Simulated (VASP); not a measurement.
# Al (Im-3m) in VASP: further runs

One crystal, Al, is run at these levels: PBEsol; tasks: single point.

All numbers are computed with VASP 6.6.1; they aren't measurements. Logs are shortened: lines on timing, memory, paths and dates and some standing lists are left out, and cuts for length are marked.

## Step 1: The structure

It takes space group Im-3m (No. 229, cubic). The conventional cell has a = 3.182 Å, b = 3.182 Å, c = 3.182 Å, α = 90.00°, β = 90.00°, γ = 90.00°. Al (site symmetry m-3m) has 8 Al at 2.76 Å as nearest neighbours.

This isn't the form of Al at room conditions, which is fcc.

## Step 2: Single point, PBEsol

INCAR

```
SYSTEM = Al
PREC     = Accurate       ! precision mode
ENCUT    = 520            ! plane-wave cutoff, eV
EDIFF    = 1E-7           ! SCF threshold, eV
ISMEAR   = 0              ! smearing method
SIGMA    = 0.1            ! smearing width, eV
LREAL    = .False.        ! projectors in reciprocal space
LASPH    = .True.         ! aspherical terms in the spheres
NELM     = 60             ! most SCF steps
ALGO     = Normal         ! electronic algorithm
ISIF     = 2              ! what is computed and relaxed
LWAVE    = .False.        ! write WAVECAR
LCHARG   = .False.        ! write CHGCAR
GGA      = PS             ! functional
NBANDS   = 8              ! bands
```

KPOINTS

```
regular mesh
0
Gamma
  8 8 8
  0 0 0
```

POSCAR

```
Al
1.0
   -1.5912186900      1.5912186900      1.5912186900
    1.5912186900     -1.5912186900      1.5912186900
    1.5912186900      1.5912186900     -1.5912186900
Al
1
Direct
    0.0000000000      0.0000000000      0.0000000000
```

Potentials or basis: VASP PAW PBE potentials, release 64 (Al).

Command:

```bash
$ cat potpaw_PBE.64/Al/POTCAR > POTCAR
$ mpirun -np 1 vasp_std > vasp.out
```

OUTCAR:

```text
SYSTEM = Al
   PREC = Accurate
   ENCUT = 520
   EDIFF = 1E-7
   ISMEAR = 0
   LREAL = .False.
   LASPH = .True.
   NELM = 60
   ISIF = 2
   GGA = PS

 ion  position               nearest neighbor table
   1  0.000  0.000  0.000-

  LATTYP: Found a body centered cubic cell.
 ALAT       =     3.1824373800

  Lattice vectors:

 A1 = (  -1.5912186900,   1.5912186900,   1.5912186900)
 A2 = (   1.5912186900,  -1.5912186900,   1.5912186900)
 A3 = (   1.5912186900,   1.5912186900,  -1.5912186900)

Analysis of symmetry for initial positions (statically):
=====================================================================
 Subroutine PRICEL returns:
 Original cell was already a primitive cell.

 Routine SETGRP: Setting up the symmetry group for a
 body centered cubic supercell.

 Subroutine GETGRP returns: Found 48 space group operations
 (whereof 48 operations were pure point group operations)
 out of a pool of 48 trial point group operations.

The static configuration has the point symmetry O_h .

Analysis of symmetry for dynamics (positions and initial velocities):
=====================================================================
 Subroutine PRICEL returns:
 Original cell was already a primitive cell.

 Routine SETGRP: Setting up the symmetry group for a
 body centered cubic supercell.

 Subroutine GETGRP returns: Found 48 space group operations
 (whereof 48 operations were pure point group operations)
 out of a pool of 48 trial point group operations.

The dynamic configuration has the point symmetry O_h .

 Subroutine INISYM returns: Found 48 space group operations
 (whereof 48 operations are pure point group operations),
 and found     1 'primitive' translations

----------------------------------------------------------------------------------------

                                     Primitive cell

  volume of cell :      16.1157

  direct lattice vectors                    reciprocal lattice vectors
    -1.591218690  1.591218690  1.591218690     0.000000000  0.314224565  0.314224565
     1.591218690 -1.591218690  1.591218690     0.314224565  0.000000000  0.314224565
     1.591218690  1.591218690 -1.591218690     0.314224565  0.314224565  0.000000000

  length of vectors
     2.756071617  2.756071617  2.756071617     0.444380641  0.444380641  0.444380641

  position of ions in fractional coordinates (direct lattice)
     0.000000000  0.000000000  0.000000000

  ion indices of the primitive-cell ions
   primitive index   ion index
                 1           1

----------------------------------------------------------------------------------------

 KPOINTS: regular mesh

Automatic generation of k-mesh.
 Grid dimensions read from file:
 generate k-points for:    8    8    8

 Generating k-lattice:

  Cartesian coordinates                     Fractional coordinates (reciprocal lattice)
     0.000000000  0.039278071  0.039278071     0.125000000  0.000000000  0.000000000
     0.039278071  0.000000000  0.039278071     0.000000000  0.125000000  0.000000000
     0.039278071  0.039278071  0.000000000     0.000000000  0.000000000  0.125000000

  Length of vectors
     0.055547580  0.055547580  0.055547580

  Shift w.r.t. Gamma in fractional coordinates (k-lattice)
     0.000000000  0.000000000  0.000000000

 Subroutine IBZKPT returns following result:
 ===========================================

 Found     29 irreducible k-points:

 Following reciprocal coordinates:
            Coordinates               Weight
  0.000000  0.000000  0.000000      1.000000
  0.125000  0.000000  0.000000     12.000000
  0.250000  0.000000  0.000000     12.000000
  0.375000  0.000000  0.000000     12.000000
  0.500000  0.000000  0.000000      6.000000
  0.125000  0.125000  0.000000     24.000000
[... 16 lines left out ...]
 -0.250000  0.250000  0.250000      6.000000
 -0.375000  0.375000  0.250000     24.000000
 [... further k-points ...]
   k-points           NKPTS =     29   k-points in BZ     NKDIM =     29   number of bands    NBANDS=      8
   number of dos      NEDOS =    301   number of ions     NIONS =      1
   total plane-waves  NPLWV =   8000
   dimension x,y,z NGX =    20 NGY =   20 NGZ =   20
   dimension x,y,z NGXF=    40 NGYF=   40 NGZF=   40
   ions per type =               1
   NGX,Y,Z   is equivalent  to a cutoff of  12.06, 12.06, 12.06 a.u.
   NGXF,Y,Z  is equivalent  to a cutoff of  24.13, 24.13, 24.13 a.u.
 SYSTEM =  Al
   PREC   = accura    normal or accurate (medium, high low for compatibility)
   ISTART =      0    job   : 0-new  1-cont  2-samecut
   ICHARG =      2    charge: 1-file 2-atom 10-const
   ISPIN  =      1    spin polarized calculation?
   LNONCOLLINEAR =      F non collinear calculations
   LSORBIT =      F    spin-orbit coupling
   LASPH  =      T    aspherical Exc in radial PAW
   ENCUT  =  520.0 eV  38.22 Ry    6.18 a.u.   5.12  5.12  5.12*2*pi/ulx,y,z
   NELM   =     60;   NELMIN=  2; NELMDL= -5     # of ELM steps
   EDIFF  = 0.1E-06   stopping-criterion for ELM
   LREAL  =      F    real-space projection
   EDIFFG = 0.1E-05   stopping-criterion for IOM
   NSW    =      0    number of steps for IOM
   IBRION =     -1    ionic relax: 0-MD 1-quasi-New 2-CG
   NFREE  =      0    steps in history (QN), initial steepest desc. (CG)
   ISIF   =      2    stress and relaxation
   ISYM   =      2    0-nonsym 1-usesym 2-fastsym
   POTIM  = 0.5000    time-step for ionic-motion
   TEBEG  =    0.0;   TEEND  =   0.0 temperature during run
   PSTRESS=    0.0 pullay stress
   NELECT =       3.0000    total number of electrons
   NUPDOWN=      -1.0000    fix difference up-down
   EMIN   =  10.00;   EMAX   =-10.00  energy-range for DOS
   EFERMI =   0.00;   METHOD = LEGACY
   ISMEAR =     0;   SIGMA  =   0.10  broadening in eV -4-tet -1-fermi 0-gaus
   EFERMI_NEDOS =   21; number of points for ismear=-14 and -15
   IALGO  =     38    algorithm
   IMIX   =      4    mixing-type and parameters
     AMIX     =   0.40;   BMIX     =  1.00
     AMIX_MAG =   1.60;   BMIX_MAG =  1.00
  volume/ion in A,a.u.               =      16.12       108.75
  Fermi-wavevector in a.u.,A,eV,Ry     =   0.934757  1.766435 11.888371  0.873771
  Thomas-Fermi vector in A             =   2.061595
   LORBIT       =      0    0 simple, 1 ext, 2 COOP (PROOUT), +10 PAW based schemes
   GGA     = PS    functional components
   LHFCALC =     F    Hartree Fock is set to
   AEXX    =    0.0000 exact exchange contribution
   IVDW    =     0    specifies the selected vdW correction
   LEPSILON=     F    determine dielectric tensor
   LRPA    =     F    only Hartree local field effects (RPA)
 non-spin polarized calculation
 Gauss-broadening in eV      SIGMA  =   0.10
  energy-cutoff  :      520.00
  volume of cell :       16.12
 maximum number of plane-waves:       466
   NGX = 11   NGY = 11   NGZ = 11

 number of electron       3.0000000 magnetization

 Free energy of the ion-electron system (eV)
  ---------------------------------------------------
  ext. energy  EPLUGINS =         0.00000000
  ---------------------------------------------------
  free energy    TOTEN  =        -3.95251320 eV

  energy without entropy =       -3.94638041  energy(sigma->0) =       -3.94944680

 E-fermi :   8.3428     XC(G=0): -10.3468

 val. band max:        8.3183081690   @ k =   0.2500   0.2500   0.1250
 cond. band min:       8.3606935421   @ k =  -0.3750   0.3750   0.1250
 fundamental gap:      0.0423853731
 Fermi energy:         8.3428152070

 k-point     1 :       0.0000    0.0000    0.0000
  band No.  band energies     occupation
      1      -3.0914      2.00000
      2      21.5847      0.00000
      3      21.5847      0.00000
      4      21.5847      0.00000
      5      23.2275      0.00000
      6      23.2275      0.00000
      7      23.2275      0.00000
      8      24.6687      0.00000

 k-point     2 :       0.1250    0.0000    0.0000
  band No.  band energies     occupation
      1      -2.6353      2.00000
      2      17.7201      0.00000
      3      19.7199      0.00000
      4      20.1445      0.00000
      5      21.7172      0.00000
      6      22.7901      0.00000
      7      24.4654      0.00000
      8      24.9927      0.00000

 k-point     3 :       0.2500    0.0000    0.0000
  band No.  band energies     occupation
      1      -1.2758      2.00000
      2      12.5555      0.00000
      3      17.9547      0.00000
      4      18.2089      0.00000
      5      19.8830      0.00000
      6      21.2568      0.00000
      7      26.0336      0.00000
      8      26.1547      0.00000

 k-point     4 :       0.3750    0.0000    0.0000
  band No.  band energies     occupation
      1       0.9600      2.00000
      2       7.9450      2.00000
      3      16.8896      0.00000
      4      16.9424      0.00000
      5      18.7227      0.00000
      6      20.1925      0.00000
      7      27.6990      0.00000
      8      28.4512      0.00000

 k-point     5 :       0.5000    0.0000    0.0000
  band No.  band energies     occupation
      1       3.7923      2.00000
      2       4.3153      2.00000
      3      16.5111      0.00000
      4      16.5354      0.00000
      5      18.3318      0.00000
      6      19.8110      0.00000
      7      29.1185      0.00000
      8      30.4881      0.00000
[... 177 lines left out ...]
 k-point    22 :       0.2500    0.2500    0.2500
  band No.  band energies     occupation
      1       7.1741      2.00000
      2       7.1741      2.00000
      3       7.1741      2.00000
      4       8.7271      0.00000
      5      30.3110      0.00000
      6      30.3110      0.00000
      7      31.5296      0.00000
      8      31.5296      0.00000

 k-point    23 :      -0.2500    0.2500    0.2500
  band No.  band energies     occupation
      1       0.5167      2.00000
      2      13.2940      0.00000
      3      13.2940      0.00000
      4      14.7934      0.00000
      5      16.4549      0.00000
      6      25.1395      0.00000
      7      26.4030      0.00000
      8      27.4374      0.00000

 k-point    24 :      -0.3750    0.3750    0.2500
  band No.  band energies     occupation
      1       2.7230      2.00000
      2       9.5687      0.00000
      3      12.0984      0.00000
      4      14.2014      0.00000
      5      16.8992      0.00000
      6      22.8919      0.00000
      7      24.9398      0.00000
      8      28.0286      0.00000

 [... further k-points ...]

------------------------ aborting loop because EDIFF is reached ----------------------------------------

  FORCE on cell =-STRESS in cart. coord.  units (eV):
  Direction    XX          YY          ZZ          XY          YZ          ZX
  --------------------------------------------------------------------------------------
  -------------------------------------------------------------------------------------
  Total        0.2671683      0.2671683      0.2671683      0.0000000      0.0000000      0.0000000
  in kB       26.5610925     26.5610925     26.5610925      0.0000000      0.0000000      0.0000000
  external PRESSURE =      26.5610925 kB  Pullay stress =       0.0000000 kB

 VOLUME and BASIS-vectors are now :
 -----------------------------------------------------------------------------
  energy-cutoff  :      520.00
  volume of cell :       16.12
      direct lattice vectors                 reciprocal lattice vectors
    -1.591218690  1.591218690  1.591218690     0.000000000  0.314224565  0.314224565
     1.591218690 -1.591218690  1.591218690     0.314224565  0.000000000  0.314224565
     1.591218690  1.591218690 -1.591218690     0.314224565  0.314224565  0.000000000

 POSITION                                       TOTAL-FORCE (eV/Angst)
 -----------------------------------------------------------------------------------
      0.00000      0.00000      0.00000        -0.000000     -0.000000     -0.000000
 -----------------------------------------------------------------------------------
    total drift:                               -0.000000     -0.000000     -0.000000

  FREE ENERGIE OF THE ION-ELECTRON SYSTEM (eV)
  ---------------------------------------------------
  free  energy   TOTEN  =        -3.9525131981 eV

  energy  without entropy=       -3.9463804108  energy(sigma->0) =       -3.94944680
```

Wall time 3 s (1 thread of AMD EPYC 7R43 (Zen 3), shared host); peak memory 0.08 GiB.

What came out:

```
Free energy            : -3.9525 eV
Pressure               : 2.7 GPa
Band gap on the k mesh : none (metal or under the smearing width)
```

Levels at points of the mesh, in eV from the Fermi level:
```tsv
k point	band 1	band 2	band 3	band 4	band 5	band 6
(0.00, 0.00, 0.00)	-11.43	13.24	13.24	13.24	14.88	14.88
(0.50, 0.00, 0.00)	-4.55	-4.03	8.17	8.19	9.99	11.47
(0.50, 0.50, 0.50)	1.76	1.76	1.76	2.79	2.79	5.73
```

Caveat: the PAW data sets were made with another functional, which shifts forces and pressure a little.

## Step 3: Single point, PBEsol (Al replaced by Tl, lengths x 1.119, strained and moved within the space group)

INCAR

```
ALGO = Fast
EDIFF = 1E-6
ENCUT = 520
GGA = PS
ISIF = 2
ISMEAR = 0
LASPH = True
LCHARG = True
LELF = True
LREAL = False
LVHAR = True
LWAVE = False
NBANDS = 12
NELM = 80
PREC = Accurate
SIGMA = 0.1
```

KPOINTS

```
k-points
0
Gamma
  16 16 16
```

POSCAR

```
Tl
1.0
   -1.7851985847      1.7851985847      1.7851985847
    1.7851985847     -1.7851985847      1.7851985847
    1.7851985847      1.7851985847     -1.7851985847
Tl
1
Direct
    0.0000000000      0.0000000000      0.0000000000
```

Potentials or basis: VASP PAW PBE potentials, release 64 (Tl_d).

Command:

```bash
$ cat potpaw_PBE.64/Tl_d/POTCAR > POTCAR
$ mpirun -np 1 vasp_std > vasp.out
```

OUTCAR:

```text
EDIFF = 1E-6
   ENCUT = 520
   GGA = PS
   ISIF = 2
   ISMEAR = 0
   LASPH = True
   LREAL = False
   NELM = 80
   PREC = Accurate

 ion  position               nearest neighbor table
   1  0.000  0.000  0.000-

  LATTYP: Found a body centered cubic cell.
 ALAT       =     3.5703971694

  Lattice vectors:

 A1 = (  -1.7851985847,   1.7851985847,   1.7851985847)
 A2 = (   1.7851985847,  -1.7851985847,   1.7851985847)
[... 540 lines left out ...]
     11      24.1065      0.00000
     12      26.5199      0.00000

 [... further k-points ...]

------------------------ aborting loop because EDIFF is reached ----------------------------------------

  FORCE on cell =-STRESS in cart. coord.  units (eV):
  Direction    XX          YY          ZZ          XY          YZ          ZX
  --------------------------------------------------------------------------------------
  -------------------------------------------------------------------------------------
  Total        2.1904421      2.1904421      2.1904421      0.0000000      0.0000000      0.0000000
  in kB      154.2136296    154.2136296    154.2136296      0.0000000      0.0000000      0.0000000
  external PRESSURE =     154.2136296 kB  Pullay stress =       0.0000000 kB

 VOLUME and BASIS-vectors are now :
 -----------------------------------------------------------------------------
  energy-cutoff  :      520.00
  volume of cell :       22.76
      direct lattice vectors                 reciprocal lattice vectors
    -1.785198585  1.785198585  1.785198585     0.000000000  0.280080885  0.280080885
     1.785198585 -1.785198585  1.785198585     0.280080885  0.000000000  0.280080885
     1.785198585  1.785198585 -1.785198585     0.280080885  0.280080885  0.000000000

 POSITION                                       TOTAL-FORCE (eV/Angst)
 -----------------------------------------------------------------------------------
      0.00000      0.00000      0.00000         0.000000      0.000000      0.000000
 -----------------------------------------------------------------------------------
    total drift:                               -0.000000      0.000000      0.000000

  FREE ENERGIE OF THE ION-ELECTRON SYSTEM (eV)
  ---------------------------------------------------
  free  energy   TOTEN  =        -2.4057410741 eV

  energy  without entropy=       -2.4029578982  energy(sigma->0) =       -2.40434949
```

It took 20 s on 1 thread of AMD EPYC 9R45 (Zen 5), shared host; peak memory 0.13 GiB.

Results:

```yaml
Free_energy: -2.4057 eV
Pressure: 15.4 GPa
Band_gap_on_the_k_mesh: none (metal or under the smearing width)
```

Levels at points of the mesh, in eV from the Fermi level:
```
           k point  band 2  band 3  band 4  band 5  band 6  band 7  band 8  band 9  band 10  band 11
(0.00, 0.00, 0.00)  -12.16  -12.16  -11.93  -11.43  -11.43   12.67   12.67   12.67    13.51    13.51
(0.50, 0.00, 0.00)  -12.50  -11.48  -11.41  -10.93   -4.85   -3.87    6.81    7.72    12.10    12.99
(0.50, 0.50, 0.50)  -12.62  -11.05  -11.05  -11.05   -0.13    1.28    1.28    1.28     7.37     7.37
```

Caveat: so large a pressure means that the cell lies far from this level's equilibrium, or that cutoff or potentials fall short; the potentials were made for another functional, which shifts forces and pressure.

[end of part 1 of 2]
